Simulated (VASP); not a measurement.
A run of VASP 6.6.1:

Contents of INCAR:

```
SYSTEM = BeTe
ALGO = Fast
EDIFF = 1E-6
ENCUT = 520
GGA = PE
ISIF = 2
ISMEAR = -1
LASPH = .TRUE.
LCHARG = .FALSE.
LREAL = .FALSE.
LWAVE = .FALSE.
NBANDS = 11
NELM = 100
PREC = Accurate
SIGMA = 0.05
```

File KPOINTS:

```
k-points
0
G
  11 11 11
  0 0 0
```

The input POSCAR:

```
BeTe
1.0
    0.0000000000      2.7293621006      2.8531000000
    2.7293621006      0.0000000000      2.8531000000
    2.7293621006      2.7293621006      0.0000000000
Be Te
1 1
Direct
    0.0000000000      0.0000000000      0.0000000000
    0.7500000000      0.7500000000      0.7500000000
```

Potentials or basis: VASP PAW PBE potentials, release 64 (Be, Te).

The run is started by

```bash
$ cat potpaw_PBE.64/Be/POTCAR potpaw_PBE.64/Te/POTCAR > POTCAR
$ mpirun -np 1 vasp_std > vasp.out
```

Hardware: 1 thread of Intel(R) Xeon(R) 6975P-C (Granite Rapids), with other jobs on the host.

**Question.** How long does it take, and how much memory?

**Answer.** It took 43 s on 1 thread of Intel(R) Xeon(R) 6975P-C (Granite Rapids), with other jobs on the host, peak memory 0.19 GiB. Counts: scf iterations 12, k points 126.
